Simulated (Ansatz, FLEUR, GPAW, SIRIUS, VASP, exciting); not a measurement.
**One calculation of ZnSe, 8 ways**

```xyz
2
Lattice="0.0000 2.8338 2.8338 2.8338 0.0000 2.8338 2.8338 2.8338 0.0000" Properties=species:S:1:pos:R:3 pbc="T T T"
Se    4.2507    4.2507    4.2507
Zn    0.0000    0.0000    0.0000
```

Alike in all runs: task band structure; functional PBE; k mesh 8 × 8 × 8; occupations fermi-dirac, width 0.05 eV; no spin polarisation; no spin-orbit coupling. Pressure is positive in compression and, in plane waves, holds the error of the finite cutoff, which Ansatz's Pulay term estimates and takes out. Gaps are the smaller of the mesh's and the band path's.

```json
{"program and potentials": "SIRIUS, all-electron FP-LAPW (Koelling-Harmon valence), apw+lo standard", "plane-wave cutoff (eV)": "-", "notes": "-", "band gap (eV)": "1.29", "pressure (GPa)": "-"}
{"program and potentials": "SIRIUS, all-electron FP-LAPW (ZORA valence), apw+lo standard", "plane-wave cutoff (eV)": "-", "notes": "-", "band gap (eV)": "1.29", "pressure (GPa)": "-"}
{"program and potentials": "VASP, PBE PAW files Se, Zn, 520 eV", "plane-wave cutoff (eV)": "520", "notes": "9 valence electrons an atom on average", "band gap (eV)": "1.29", "pressure (GPa)": "2.35"}
{"program and potentials": "Ansatz, all-electron LAPW, scalar-relativistic", "plane-wave cutoff (eV)": "-", "notes": "-", "band gap (eV)": "1.29", "pressure (GPa)": "2.12"}
{"program and potentials": "FLEUR, all-electron, FLAPW", "plane-wave cutoff (eV)": "-", "notes": "-", "band gap (eV)": "1.29", "pressure (GPa)": "-"}
{"program and potentials": "exciting, all-electron LAPW+lo, shipped species files, valence relativity iora*", "plane-wave cutoff (eV)": "-", "notes": "-", "band gap (eV)": "1.29", "pressure (GPa)": "-"}
{"program and potentials": "Ansatz, SPMS NC", "plane-wave cutoff (eV)": "816", "notes": "18 valence electrons an atom on average; Pulay term of +0.15 GPa included", "band gap (eV)": "1.28", "pressure (GPa)": "2.26"}
{"program and potentials": "GPAW, GPAW PAW data sets (gpaw-data 1.2.1)", "plane-wave cutoff (eV)": "600", "notes": "9 valence electrons an atom on average", "band gap (eV)": "1.30", "pressure (GPa)": "2.09"}
```

The band gap spans 1.28 (Ansatz, SPMS NC) to 1.30 eV (GPAW, GPAW PAW data sets (gpaw-data 1.2.1)), with all-electron results at 1.29. The pressure spans 2.09 (GPAW, GPAW PAW data sets (gpaw-data 1.2.1)) to 2.35 GPa (VASP, PBE PAW files Se, Zn, 520 eV), with all-electron results at 2.12. Spin-orbit coupling, left out here, moves the band edges of heavy atoms.

Differences between rows come from potentials, basis sets and numerical settings, since the functional is the same but for its coding. Runs on potential files found faulty are left out.
